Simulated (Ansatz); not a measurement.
# Ga2O3: a sublattice moved along a line

Theory: DFT r2SCAN, scalar-relativistic, plane waves, PAW in Ansatz 0.2.0. The runs took a 500 eV cutoff, a Γ-centred 8×8×4 mesh and Gaussian smearing (0.05 eV). No spin polarisation. Energies are free energies at this smearing, counted from the undisturbed cell; pressure is positive in compression.

The undisturbed cell (relaxed at this level):

```xyz
10
Lattice="6.1278 -1.5195 0.0025 6.1278 1.5195 0.0025 -1.3884 0.0000 5.6400" Properties=species:S:1:pos:R:3 pbc="T T T"
Ga    0.0059    0.0000    4.4830
Ga   10.8614    0.0000    1.1620
Ga    7.6365    0.0000    1.7770
Ga    3.2308    0.0000    3.8681
O     1.8610    0.0000    0.6165
O     9.0063    0.0000    5.0286
O     1.3420    0.0000    3.1791
O     9.5253    0.0000    2.4659
O     5.7266    0.0000    1.4477
O     5.1407    0.0000    4.1974
```

Every Ga atom is moved by x along the Cartesian unit vector (0.577, 0.577, 0.577); the cell and all other atoms stay fixed.

| x (Å) | ΔE (meV/cell) | force along x on the moved atoms (eV/Å) | pressure (GPa) | gap on the mesh (eV) |
| --- | --- | --- | --- | --- |
| -0.1000 | 270.3 | 5.46 | 1.3 | 3.04 |
| -0.0500 | 67.1 | 2.69 | 0.3 | 3.03 |
| 0.0000 | 0.0 | 0.00 | 0.0 | 3.03 |
| 0.0125 | 4.2 | -0.67 | 0.0 | 3.03 |
| 0.0250 | 16.7 | -1.34 | 0.1 | 3.03 |
| 0.0375 | 37.7 | -2.01 | 0.2 | 3.03 |
| 0.0625 | 105.0 | ? | ? | 3.03 |
| 0.0750 | ? | ? | 0.7 | 3.03 |
| 0.0875 | 206.5 | -4.75 | 1.0 | 3.03 |

By symmetry 0.1000 repeats -0.1000, -0.0750 repeats 0.0750, 0.0500 repeats -0.0500, -0.0250 repeats 0.0250 in energy, with the opposite slope along the path.

Q: Give the withheld values.

A: force along x on the moved atoms (eV/Å) at x (Å) = 0.0625: -3.37; pressure (GPa) at x (Å) = 0.0625: 0.5; ΔE (meV/cell) at x (Å) = 0.0750: 151.4; force along x on the moved atoms (eV/Å) at x (Å) = 0.0750: -4.06.